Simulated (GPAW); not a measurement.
Runs of GPAW 26.7.0 on BN. It takes space group P6_3/mmc (No. 194, hexagonal). The conventional cell has a = 2.498 Å, b = 2.498 Å, c = 6.636 Å, α = 90.00°, β = 90.00°, γ = 120.00°. Around N (site symmetry -6m2) lie 3 B at 1.44 Å. B (site symmetry -6m2) is surrounded by 3 N at 1.44 Å. 

| task | level | potentials or basis | cell | k mesh | optimizer | fmax | max steps | target pressure | convergence | gap on the mesh (eV) | pressure (GPa) | largest force (eV/Å) |
| --- | --- | --- | --- | --- | --- | --- | --- | --- | --- | --- | --- | --- |
| relaxation of cell and atoms | PBEsol | PAW data sets generated in the run's folder for this functional, pw | relaxed to 10 GPa | 9 × 9 × 3 | BFGS | 0.02 eV/Å | 60 | 10 GPa | density=1e-05 forces=0.0001 | (a) | 10.0 | - |
| relaxation of cell and atoms | RPBE+D3 | the program's PAW data sets (release 1.2.1) made for this functional, pw | relaxed | 9 × 9 × 3 | LBFGS | 0.05 eV/Å | 100 | - | - | (c) | -0.7 | - |
| single point | TB-mBJ | GPAW PAW data sets for LDA (gpaw-data 1.2.1), pw | as given | 10 × 10 × 4 | - | - | - | - | - | 5.91 | - | - |
| relaxation of cell and atoms | PBEsol+D3(BJ) | PAW data sets generated in the run's folder for this functional, pw | relaxed | 9 × 9 × 3 | LBFGS | 0.02 eV/Å | 40 | - | - | 4.24 | 0.1 | 0.01 |
| band structure | LDA | the program's PAW data sets (release 1.2.1) made for this functional, pw | as given | 9 × 9 × 3 | - | - | - | - | - | 4.25 | (b) | - |
| single point | PBEsol | PAW data sets generated in the run's folder for this functional, pw | atoms moved at random, drawn with an rms of 0.05 Å | 12 × 12 × 4 | - | - | - | - | - | 4.12 | 1.7 | 1.39 |
| band structure | PBEint | PAW data sets generated in the run's folder for this functional, pw | as given | 9 × 9 × 3 | - | - | - | - | - | 4.38 | 3.5 | - |

Alike in all rows: no spin polarisation; cutoff (eV) 800; smearing fermi-dirac 0.05 eV.

Problem. Fill in the values left out.

Solution. (a) 4.13; (b) -3.7; (c) 4.49.

Caveats: later steps reuse the first step's grids (some runs); an odd mesh through Γ misses points on the zone boundary, where band edges often lie (some runs); the mesh misses the band edges, which the band path finds closer together (some runs); this functional lacks dispersion, which binds the layers, so the pressure and a relaxed spacing across them are unreliable (some runs); a model potential gives levels but no total energy (some runs); the PAW data sets were made with another functional, which shifts forces and pressure a little (some runs).

Runs at the PBE level aren't shown here.
